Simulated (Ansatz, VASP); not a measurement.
**Two plane-wave programs on Se**

File INCAR:

```
SYSTEM = Se
ALGO     = Fast           ! electronic algorithm
EDIFF    = 1E-7           ! SCF threshold, eV
EDIFFG   = -0.01          ! ionic threshold
ENCUT    = 600            ! plane-wave cutoff, eV
GGA      = RE             ! functional
IBRION   = 2              ! ionic algorithm
ISIF     = 3              ! what is computed and relaxed
ISMEAR   = -1             ! smearing method
LASPH    = .True.         ! aspherical terms in the spheres
LCHARG   = .False.        ! write CHGCAR
LREAL    = .False.        ! projectors in reciprocal space
LWAVE    = .False.        ! write WAVECAR
NELM     = 80             ! most SCF steps
NSW      = 80             ! ionic steps
PREC     = Accurate       ! precision mode
SIGMA    = 0.1            ! smearing width, eV
```

KPOINTS

```
k-points
0
Gamma
  12 12 6
  0 0 0
```

Contents of POSCAR:

```
Se
1.0
    3.1360302227      0.0000000000      0.0000000000
   -1.5680151114      2.7158818399      0.0000000000
    0.0000000000      0.0000000000      5.1211373537
Se
2
Direct
    0.3333333333      0.6666666667      0.2500000000
    0.6666666667      0.3333333333      0.7500000000
```

Input for Ansatz:

```yaml
crystal:
  lattice:
    - [3.1360302227, 0.0, 0.0]
    - [-1.5680151114, 2.7158818399, 0.0]
    - [0.0, 0.0, 5.1211373537]
  atoms:
    - { symbol: Se, position: [0.3333333333, 0.6666666667, 0.25] }
    - { symbol: Se, position: [0.6666666667, 0.3333333333, 0.75] }
hamiltonian:
  xc: revpbe
  pseudopotentials:
    kind: paw
    azcp:
      Se: "pseudopotentials/Se.paw.azcp"
basis:
  ecutwfc: 420
  fft_grid_basis: typed
kpoints:
  mp_grid: { grid: [12, 12, 6], shift: [0, 0, 0] }
magnetization:
  spin_polarized: false
scf:
  occupations: { method: fermi_dirac, width: 0.1 }
relax:
  max_steps: 60
  f_tol: 0.01
  cell: {}
output:
  write_density: true
  write_potential: true
  elf: true
  volumetric_format: npy
```

The cell was built by a generator and needn't be a form met in nature.

Alike in both runs: task relaxation of cell and atoms; functional revPBE; k mesh 12 × 12 × 6; occupations fermi-dirac, width 0.1 eV; no spin polarisation.

```csv
,VASP,Ansatz
version,VASP 6.6.1,Ansatz 0.2.0
potentials or method,"VASP PAW PBE potentials, release 64 (Se)","plane waves (420 eV) with PAW, scalar-relativistic"
plane-wave cutoff (eV),600,420
valence electrons in the cell,12,32
```

```tsv
	VASP	Ansatz	Ansatz less VASP
relaxed volume (Å³/atom)	22.83	22.86	+0.031
relaxed cell length with the largest relative difference (Å)	3.698	3.701	+0.0027
energy change over the relaxation (meV/atom)	-369	-369	+0.2
```

The two sets of potentials don't hold the same shells in valence.

Caveats: the PAW data sets were made with another functional, which shifts forces and pressure a little (VASP).
